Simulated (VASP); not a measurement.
# AlH (Fm-3m) in VASP: reference runs, part 2 of 2

VASP 6.6.1.

## (5) Equation of state, PBE, 9.11 Å³/atom (volume scaled by 0.96)

Contents of INCAR:

```
SYSTEM = AlH
ALGO     = Normal         ! electronic algorithm
EDIFF    = 1E-7           ! SCF threshold, eV
ENCUT    = 520            ! plane-wave cutoff, eV
GGA      = PE             ! functional
ISIF     = 2              ! what is computed and relaxed
ISMEAR   = -1             ! smearing method
LASPH    = .True.         ! aspherical terms in the spheres
LCHARG   = .False.        ! write CHGCAR
LREAL    = .False.        ! projectors in reciprocal space
LWAVE    = .False.        ! write WAVECAR
NBANDS   = 9              ! bands
NELM     = 100            ! most SCF steps
PREC     = Accurate       ! precision mode
SIGMA    = 0.05           ! smearing width, eV
```

Contents of KPOINTS:

```
k-points
0
Gamma
  11 11 11
  0 0 0
```

Contents of POSCAR:

```
AlH
1.0
    0.0000000000      2.0881910876      2.0881910876
    2.0881910876      0.0000000000      2.0881910876
    2.0881910876      2.0881910876      0.0000000000
Al H
1 1
Direct
    0.0000000000      0.0000000000      0.0000000000
    0.5000000000      0.5000000000      0.5000000000
```

Command:

```console
> cat potpaw_PBE.64/Al/POTCAR potpaw_PBE.64/H/POTCAR > POTCAR
> mpirun -np 1 vasp_std > vasp.out
```

It took 4 s on 1 thread of Intel Xeon 6975P-C (Granite Rapids), shared host; peak memory 0.13 GiB.

The run converged. Its results:

```
Free energy            : -6.3214 eV
Pressure               : 3.0 GPa
Band gap on the k mesh : none (metal or under the smearing width)
```

## (6) Equation of state, PBE, 9.30 Å³/atom (volume scaled by 0.98)

Contents of INCAR:

```
PREC = Accurate
ENCUT = 520
EDIFF = 1E-7
ISMEAR = -1
SIGMA = 0.05
LREAL = F
LASPH = T
NELM = 100
ALGO = Normal
ISIF = 2
LWAVE = F
LCHARG = F
GGA = PE
NBANDS = 9
```

Contents of KPOINTS:

```
Automatic mesh
0
Gamma
  11 11 11
```

Contents of POSCAR:

```
AlH
1.0
    0.0000000000      2.1025928605      2.1025928605
    2.1025928605      0.0000000000      2.1025928605
    2.1025928605      2.1025928605      0.0000000000
Al H
1 1
Direct
    0.0000000000      0.0000000000      0.0000000000
    0.5000000000      0.5000000000      0.5000000000
```

Potentials or basis: VASP PAW PBE potentials, release 64 (Al, H).

Command:

```console
> cat potpaw_PBE.64/Al/POTCAR potpaw_PBE.64/H/POTCAR > POTCAR
> mpirun -np 1 vasp_std > vasp.out
```

It took 3.7 s on 1 thread of Intel Xeon 6975P-C (Granite Rapids), shared host; peak memory 0.13 GiB.

The run converged. Its results:

- Free energy: -6.3265 eV
- Pressure: 1.1 GPa
- Band gap on the k mesh: none (metal or under the smearing width)

## (7) Equation of state, PBE, 9.67 Å³/atom (volume scaled by 1.02)

Contents of INCAR:

```
SYSTEM = AlH
PREC     = Accurate       ! precision mode
ENCUT    = 520            ! plane-wave cutoff, eV
EDIFF    = 1E-7           ! SCF threshold, eV
ISMEAR   = -1             ! smearing method
SIGMA    = 0.05           ! smearing width, eV
LREAL    = .False.        ! projectors in reciprocal space
LASPH    = .True.         ! aspherical terms in the spheres
NELM     = 80             ! most SCF steps
ALGO     = Normal         ! electronic algorithm
ISIF     = 2              ! what is computed and relaxed
LWAVE    = .False.        ! write WAVECAR
LCHARG   = .False.        ! write CHGCAR
GGA      = PE             ! functional
NBANDS   = 9              ! bands
```

Contents of KPOINTS:

```
Automatic mesh
0
Gamma
  11 11 11
  0 0 0
```

Contents of POSCAR:

```
AlH
1.0
    0.0000000000      2.1308189516      2.1308189516
    2.1308189516      0.0000000000      2.1308189516
    2.1308189516      2.1308189516      0.0000000000
Al H
1 1
Direct
    0.0000000000      0.0000000000      0.0000000000
    0.5000000000      0.5000000000      0.5000000000
```

Potentials or basis: VASP PAW PBE potentials, release 64 (Al, H).

Command:

```console
> cat potpaw_PBE.64/Al/POTCAR potpaw_PBE.64/H/POTCAR > POTCAR
> mpirun -np 1 vasp_std > vasp.out
```

OUTCAR:

```text
SYSTEM = AlH
   PREC = Accurate
   ENCUT = 520
   EDIFF = 1E-7
   ISMEAR = -1
   LREAL = .False.
   LASPH = .True.
   NELM = 80
   ISIF = 2
   GGA = PE

 Found     56 irreducible k-points:

 Following reciprocal coordinates:
            Coordinates               Weight
  0.000000  0.000000  0.000000      1.000000
  0.090909  0.000000  0.000000      8.000000
  0.181818  0.000000  0.000000      8.000000
  0.272727  0.000000  0.000000      8.000000
  0.363636  0.000000  0.000000      8.000000
  0.454545  0.000000  0.000000      8.000000
   k-points           NKPTS =     56   k-points in BZ     NKDIM =     56   number of bands    NBANDS=      9
   number of dos      NEDOS =    301   number of ions     NIONS =      2
   total plane-waves  NPLWV =  13824
   dimension x,y,z NGX =    24 NGY =   24 NGZ =   24
   dimension x,y,z NGXF=    48 NGYF=   48 NGZF=   48
   ions per type =               1   1
   NGX,Y,Z   is equivalent  to a cutoff of  13.24, 13.24, 13.24 a.u.
   NGXF,Y,Z  is equivalent  to a cutoff of  26.48, 26.48, 26.48 a.u.
 SYSTEM =  AlH
   PREC   = accura    normal or accurate (medium, high low for compatibility)
   ISTART =      0    job   : 0-new  1-cont  2-samecut
   ICHARG =      2    charge: 1-file 2-atom 10-const
   ISPIN  =      1    spin polarized calculation?
   LNONCOLLINEAR =      F non collinear calculations
   LSORBIT =      F    spin-orbit coupling
[... 63 lines left out ...]
      4      18.3280      0.00000
      5      18.3280      0.00000
      6      18.5583      0.00000
      7      18.5583      0.00000
      8      18.5583      0.00000
      9      22.3662      0.00000
[... 49 lines left out ...]
 k-point     6 :       0.4545    0.0000    0.0000
  band No.  band energies     occupation
      1      -0.6264      2.00000
      2       2.8300      2.00000
      3      14.0787      0.00000
      4      16.3453      0.00000
      5      16.3453      0.00000
      6      17.0008      0.00000
      7      17.0008      0.00000
      8      20.4230      0.00000
      9      28.6571      0.00000

 [... further k-points ...]

------------------------ aborting loop because EDIFF is reached ----------------------------------------

  FORCE on cell =-STRESS in cart. coord.  units (eV):
  Direction    XX          YY          ZZ          XY          YZ          ZX
  --------------------------------------------------------------------------------------
  -------------------------------------------------------------------------------------
  Total       -0.2222467     -0.2222467     -0.2222467      0.0000000      0.0000000      0.0000000
  in kB      -18.4024740    -18.4024740    -18.4024740      0.0000000      0.0000000      0.0000000
  external PRESSURE =     -18.4024740 kB  Pullay stress =       0.0000000 kB

 VOLUME and BASIS-vectors are now :
 -----------------------------------------------------------------------------
  energy-cutoff  :      520.00
  volume of cell :       19.35
      direct lattice vectors                 reciprocal lattice vectors
     0.000000000  2.130818952  2.130818952    -0.234651564  0.234651564  0.234651564
     2.130818952  0.000000000  2.130818952     0.234651564 -0.234651564  0.234651564
     2.130818952  2.130818952  0.000000000     0.234651564  0.234651564 -0.234651564

 POSITION                                       TOTAL-FORCE (eV/Angst)
 -----------------------------------------------------------------------------------
      0.00000      0.00000      0.00000        -0.000000     -0.000000      0.000000
      2.13082      2.13082      2.13082         0.000000      0.000000      0.000000
 -----------------------------------------------------------------------------------
    total drift:                               -0.000000     -0.000000      0.000000

  FREE ENERGIE OF THE ION-ELECTRON SYSTEM (eV)
  ---------------------------------------------------
  free  energy   TOTEN  =        -6.3249319427 eV

  energy  without entropy=       -6.3211838418  energy(sigma->0) =       -6.32305789
```

stdout:

```text
POSCAR found type information on POSCAR AlH
 POSCAR found :  2 types and       2 ions
 scaLAPACK will be used
 LDA part: xc-table for (Slater+PW92), standard interpolation
 POSCAR, INCAR and KPOINTS ok, starting setup
 FFT: planning ... GRIDC
 FFT: planning ... GRID_SOFT
 FFT: planning ... GRID
 WAVECAR not read
 entering main loop
```

It took 3.8 s on 1 thread of Intel Xeon 6975P-C (Granite Rapids), shared host; peak memory 0.13 GiB.

Results:

```
Free energy            : -6.3249 eV
Pressure               : -1.8 GPa
Band gap on the k mesh : none (metal or under the smearing width)
```

## (8) Equation of state, PBE, 9.86 Å³/atom (volume scaled by 1.04)

Contents of INCAR:

```
SYSTEM = AlH
  PREC = Accurate
  ENCUT = 520
  EDIFF = 1E-7
  ISMEAR = -1
  SIGMA = 0.05
  LREAL = .False.
  LASPH = .True.
  NELM = 100
  ALGO = Normal
  ISIF = 2
  LWAVE = .False.
  LCHARG = .False.
  GGA = PE
  NBANDS = 9
```

KPOINTS is that of step 7.

Contents of POSCAR:

```
AlH
1.0
    0.0000000000      2.1446558260      2.1446558260
    2.1446558260      0.0000000000      2.1446558260
    2.1446558260      2.1446558260      0.0000000000
Al H
1 1
Direct
    0.0000000000      0.0000000000      0.0000000000
    0.5000000000      0.5000000000      0.5000000000
```

Command:

```console
> cat potpaw_PBE.64/Al/POTCAR potpaw_PBE.64/H/POTCAR > POTCAR
> mpirun -np 1 vasp_std > vasp.out
```

Wall time 3.7 s (1 thread of Intel Xeon 6975P-C (Granite Rapids), shared host); peak memory 0.13 GiB.

Results (log left out):

| Property | Result |
| --- | --- |
| Free energy | -6.3194 eV |
| Pressure | -3.0 GPa |
| Band gap on the k mesh | none (metal or under the smearing width) |

## (9) Equation of state, PBE, 10.05 Å³/atom (volume scaled by 1.06)

INCAR is that of step 8.

Contents of KPOINTS:

```
regular mesh
0
Gamma
  11 11 11
  0 0 0
```

Contents of POSCAR:

```
AlH
1.0
    0.0000000000      2.1583164225      2.1583164225
    2.1583164225      0.0000000000      2.1583164225
    2.1583164225      2.1583164225      0.0000000000
Al H
1 1
Direct
    0.0000000000      0.0000000000      0.0000000000
    0.5000000000      0.5000000000      0.5000000000
```

Potentials or basis: VASP PAW PBE potentials, release 64 (Al, H).

Command:

```console
> cat potpaw_PBE.64/Al/POTCAR potpaw_PBE.64/H/POTCAR > POTCAR
> mpirun -np 1 vasp_std > vasp.out
```

It took 3.8 s on 1 thread of Intel Xeon 6975P-C (Granite Rapids), shared host; peak memory 0.13 GiB.

Results (log left out):

- Free energy: -6.3112 eV
- Pressure: -4.0 GPa
- Band gap on the k mesh: none (metal or under the smearing width)

## (10) Equation of state, PBE

Potentials or basis: VASP PAW PBE potentials, release 64 (Al, H).

This step only gathers the single runs of the series.

What came out:

- Equilibrium volume: 9.44 Å³/atom
- Bulk modulus: 76 GPa
- Pressure derivative of the bulk modulus: 6.1 (rough: it moves with the points fitted)

Energy against volume, from the lowest point:
```
volume (Å³/atom)  energy (meV/atom)
           8.916               7.85
           9.106               3.03
           9.295               0.50
           9.485               0.00
           9.675               1.26
           9.864               4.04
          10.054               8.11
```

## (11) Summary

| task | cell | gap on the mesh (eV) | pressure (GPa) |
| --- | --- | --- | --- |
| single point | as given | none | -0.5 |
| single point | atoms moved at random, drawn with an rms of 0.05 Å | none | -0.3 |
| equation of state | as given | - | - |

Alike in all rows: level PBE; potentials or basis VASP PAW PBE potentials, release 64 (Al, H); no spin polarisation; k mesh 11 × 11 × 11; cutoff (eV) 520; smearing fermi-dirac 0.05 eV.

Absolute energies hang on the potentials; compare differences alone.
